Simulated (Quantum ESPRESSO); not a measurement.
# ZnCu (P1) in Quantum ESPRESSO: reference runs

How does ZnCu come out in PBE? The cell is run as given.

Everything below comes from runs of Quantum ESPRESSO 7.5. Logs are shortened: lines on timing, memory, paths and dates and some standing lists are left out, and cuts for length are marked.

## Step 1: The structure

The typed cell holds 4 atoms: a = 2.685 Å, b = 2.770 Å, c = 7.578 Å, α = 101.57°, β = 84.25°, γ = 115.52°.

The cell comes from a database or a generator and needn't be the stable form of this composition.

## Step 2: Single point, PBE

pw.in

```
&CONTROL
  calculation = 'scf'
  prefix = 'pwscf'
  outdir = './tmp'
  pseudo_dir = './pseudo'
  tprnfor = .true.
  tstress = .true.
  disk_io = 'nowf'
/
&SYSTEM
  ibrav = 0
  nat = 4
  ntyp = 2
  ecutwfc = 55
  ecutrho = 440
  nbnd = 42
  occupations = 'smearing'
  smearing = 'fd'
  degauss = 0.00367493
/
&ELECTRONS
  conv_thr = 8d-10
  electron_maxstep = 120
  mixing_beta = 0.5
/
ATOMIC_SPECIES
Zn    65.3800 Zn_pbe_v1.uspp.F.UPF
Cu    63.5460 Cu.paw.z_11.ld1.psl.v1.0.0-low.upf
CELL_PARAMETERS angstrom
   1.4203800800   -2.2757086700    0.1200149200
   1.4871621100    2.3225550600   -0.2569482100
  -0.3810424100   -0.7358337000    7.5321537500
ATOMIC_POSITIONS crystal
Zn     0.4572847600    0.4389011300    0.2345456600
Zn     0.5101995700    0.5646711400    0.7523892000
Cu     0.0119889100    0.9429909700    0.0051089400
Cu     0.0205267600    0.0534367600    0.5079562000
K_POINTS automatic
11 11 4 0 0 0
```

Potentials or basis: SSSP 1.3 efficiency PBE.

On the command line:

```
$ OMP_NUM_THREADS=1 pw.x -in pw.in > pw.out
```

pw.out:

```text
This program is part of the open-source Quantum ESPRESSO suite
     for quantum simulation of materials; please cite
         "P. Giannozzi et al., J. Phys.:Condens. Matter 21 395502 (2009);
         "P. Giannozzi et al., J. Phys.:Condens. Matter 29 465901 (2017);
         "P. Giannozzi et al., J. Chem. Phys. 152 154105 (2020);
     in publications or presentations arising from this work. More details at

     file Cu.paw.z_11.ld1.psl.v1.0.0-low.upf: wavefunction(s)  4S 3D renormalized

     G-vector sticks info
     --------------------
     sticks:   dense  smooth     PW     G-vecs:    dense   smooth      PW
     Sum         839     415    135                52441    18493    3453

     Using Slab Decomposition

     bravais-lattice index     =            0
     lattice parameter (alat)  =       5.0744  a.u.
     unit-cell volume          =     336.2212 (a.u.)^3
     number of atoms/cell      =            4
     number of atomic types    =            2
     number of electrons       =        62.00
     number of Kohn-Sham states=           42
     kinetic-energy cutoff     =      55.0000  Ry
     charge density cutoff     =     440.0000  Ry
     scf convergence threshold =      8.0E-10
     mixing beta               =       0.5000
     number of iterations used =            8  plain     mixing
     Exchange-correlation= SLA  PW   PBX  PBC
                           (   1   4   3   4   0   0   0)

     celldm(1)=   5.074445  celldm(2)=   0.000000  celldm(3)=   0.000000
     celldm(4)=   0.000000  celldm(5)=   0.000000  celldm(6)=   0.000000

     crystal axes: (cart. coord. in units of alat)
               a(1) = (   0.528950  -0.847475   0.044694 )
               a(2) = (   0.553820   0.864921  -0.095688 )
               a(3) = (  -0.141900  -0.274025   2.804978 )

     reciprocal axes: (cart. coord. in units 2 pi/alat)
               b(1) = (  0.932668 -0.598447 -0.011281 )
               b(2) = (  0.919081  0.579078  0.103067 )
               b(3) = (  0.016492  0.029290  0.360205 )

     PseudoPot. # 1 for Zn read from file:
     Zn_pbe_v1.uspp.F.UPF
     Pseudo is Ultrasoft, Zval = 20.0
     Generated by new atomic code, or converted to UPF format
     Using radial grid of  943 points,  6 beta functions with:
                l(1) =   0
                l(2) =   0
                l(3) =   1
                l(4) =   1
                l(5) =   2
                l(6) =   2
     Q(r) pseudized with  8 coefficients,  rinner =    1.100   1.100   1.100
                                                       1.100   1.100

     PseudoPot. # 2 for Cu read from file:
     Cu.paw.z_11.ld1.psl.v1.0.0-low.upf
     Pseudo is Projector augmented-wave + core cor, Zval = 11.0
     Generated using &quot;atomic&quot; code by A. Dal Corso  v.6.3MaX
     Shape of augmentation charge: PSQ
     Using radial grid of 1199 points,  6 beta functions with:
                l(1) =   0
                l(2) =   0
                l(3) =   1
                l(4) =   1
                l(5) =   2
                l(6) =   2
     Q(r) pseudized with 0 coefficients

     atomic species   valence    mass     pseudopotential
     Zn               20.00    65.38000     Zn( 1.00)
     Cu               11.00    63.54600     Cu( 1.00)

     No symmetry found

   Cartesian axes

     site n.     atom                  positions (alat units)
         1        Zn     tau(   1) = (   0.4516710  -0.0721941   0.6363357  )
         2        Zn     tau(   2) = (   0.4758320  -0.1501590   2.0792058  )
         3        Cu     tau(   3) = (   0.5278638   0.8040522  -0.0753663  )
         4        Cu     tau(   4) = (  -0.0316272  -0.1103700   1.4206102  )

     number of k points=   243  Fermi-Dirac smearing, width (Ry)=  0.0037

     Number of k-points >= 100: set verbosity='high' to print them.

     Dense  grid:    52441 G-vectors     FFT dimensions: (  36,  36,  96)

     Smooth grid:    18493 G-vectors     FFT dimensions: (  24,  25,  72)

     Initial potential from superposition of free atoms

     starting charge      61.9993, renormalised to      62.0000
     Starting wfcs are   44 randomized atomic wfcs

     Self-consistent Calculation

     iteration #  1     ecut=    55.00 Ry     beta= 0.50
     Davidson diagonalization with overlap
     ethr =  1.00E-02,  avg # of iterations =  5.0

     Threshold (ethr) on eigenvalues was too large:
     Diagonalizing with lowered threshold

     Davidson diagonalization with overlap
     ethr =  2.96E-04,  avg # of iterations =  1.9

     total energy              =   -1349.16302577 Ry
     estimated scf accuracy    <       0.18311461 Ry

     iteration #  2     ecut=    55.00 Ry     beta= 0.50
     Davidson diagonalization with overlap
     ethr =  2.95E-04,  avg # of iterations =  2.1

     total energy              =   -1349.21411970 Ry
     estimated scf accuracy    <       0.09398552 Ry

     iteration #  3     ecut=    55.00 Ry     beta= 0.50
     Davidson diagonalization with overlap
     ethr =  1.52E-04,  avg # of iterations =  2.1

     total energy              =   -1349.22933065 Ry
     estimated scf accuracy    <       0.00485571 Ry

     iteration #  4     ecut=    55.00 Ry     beta= 0.50
     Davidson diagonalization with overlap
     ethr =  7.83E-06,  avg # of iterations =  5.3

     total energy              =   -1349.22973494 Ry
     estimated scf accuracy    <       0.00748457 Ry

     iteration #  5     ecut=    55.00 Ry     beta= 0.50
     Davidson diagonalization with overlap
     ethr =  7.83E-06,  avg # of iterations =  2.2

     total energy              =   -1349.23050791 Ry
     estimated scf accuracy    <       0.00182991 Ry

     iteration #  6     ecut=    55.00 Ry     beta= 0.50
     Davidson diagonalization with overlap
     ethr =  2.95E-06,  avg # of iterations =  1.7

     total energy              =   -1349.23075641 Ry
     estimated scf accuracy    <       0.00018245 Ry

     iteration #  7     ecut=    55.00 Ry     beta= 0.50
     Davidson diagonalization with overlap
     ethr =  2.94E-07,  avg # of iterations =  1.2

     total energy              =   -1349.23077263 Ry
     estimated scf accuracy    <       0.00004227 Ry

     iteration #  8     ecut=    55.00 Ry     beta= 0.50
     Davidson diagonalization with overlap
     ethr =  6.82E-08,  avg # of iterations =  1.1

     total energy              =   -1349.23077923 Ry
     estimated scf accuracy    <       0.00000361 Ry

     iteration #  9     ecut=    55.00 Ry     beta= 0.50
     Davidson diagonalization with overlap
     ethr =  5.82E-09,  avg # of iterations =  1.7

     total energy              =   -1349.23077975 Ry
     estimated scf accuracy    <       0.00000026 Ry

     iteration # 10     ecut=    55.00 Ry     beta= 0.50
     Davidson diagonalization with overlap
     ethr =  4.16E-10,  avg # of iterations =  2.0

     total energy              =   -1349.23077982 Ry
     estimated scf accuracy    <       0.00000003 Ry

     iteration # 11     ecut=    55.00 Ry     beta= 0.50
     Davidson diagonalization with overlap
     ethr =  5.36E-11,  avg # of iterations =  2.1

     total energy              =   -1349.23077982 Ry
     estimated scf accuracy    <          9.6E-10 Ry

     iteration # 12     ecut=    55.00 Ry     beta= 0.50
     Davidson diagonalization with overlap
     ethr =  1.54E-12,  avg # of iterations =  3.7

     End of self-consistent calculation

     Number of k-points >= 100: set verbosity='high' to print the bands.

     the Fermi energy is    14.6802 ev

!    total energy              =   -1349.23077982 Ry
     estimated scf accuracy    <          1.9E-10 Ry
     smearing contrib. (-TS)   =      -0.00065151 Ry
     internal energy E=F+TS    =   -1349.23012832 Ry

     The total energy is F=E-TS. E is the sum of the following terms:
     one-electron contribution =    -784.73767927 Ry
     hartree contribution      =     442.98955204 Ry
     xc contribution           =    -173.82372763 Ry
     ewald contribution        =    -653.96124946 Ry
     one-center paw contrib.   =    -179.69702400 Ry

     convergence has been achieved in  12 iterations

     Forces acting on atoms (cartesian axes, Ry/au):

     atom    1 type  1   force =     0.07238682    0.00102405    0.10929237
     atom    2 type  1   force =    -0.00365063    0.00205230    0.00270908
     atom    3 type  2   force =    -0.03510985   -0.00392634   -0.06317000
     atom    4 type  2   force =    -0.03362635    0.00084999   -0.04883145

     Total force =     0.161137     Total SCF correction =     0.000044

     Computing stress (Cartesian axis) and pressure

          total   stress  (Ry/bohr**3)                   (kbar)     P=      166.61
   0.00116666  -0.00016897   0.00133849          171.62      -24.86      196.90
  -0.00016897  -0.00028578  -0.00004018          -24.86      -42.04       -5.91
   0.00133849  -0.00004018   0.00251682          196.90       -5.91      370.24

=------------------------------------------------------------------------------=
   JOB DONE.
=------------------------------------------------------------------------------=
```

Run time: 7 min. Hardware: 1 thread of Intel Xeon Platinum 8259CL at 2.50GHz (Skylake/Cascade Lake), shared host; peak memory 0.58 GiB.

Results:

| Item | Value |
| --- | --- |
| Free energy | -18357.2199 eV |
| Pressure | 16.7 GPa |
| Largest force | 3.371 eV/Å |
| Band gap on the k mesh | none (metal or under the smearing width) |

Forces on the atoms (eV/Å):
```
Zn   1.861  0.026  2.810
Zn  -0.094  0.053  0.070
Cu  -0.903 -0.101 -1.624
Cu  -0.865  0.022 -1.256
```

Caveat: so large a pressure means that the cell lies far from this level's equilibrium, or that cutoff or potentials fall short; forces of over 1 eV/Å show positions far from the minimum, so gaps and moduli don't describe the material at rest.
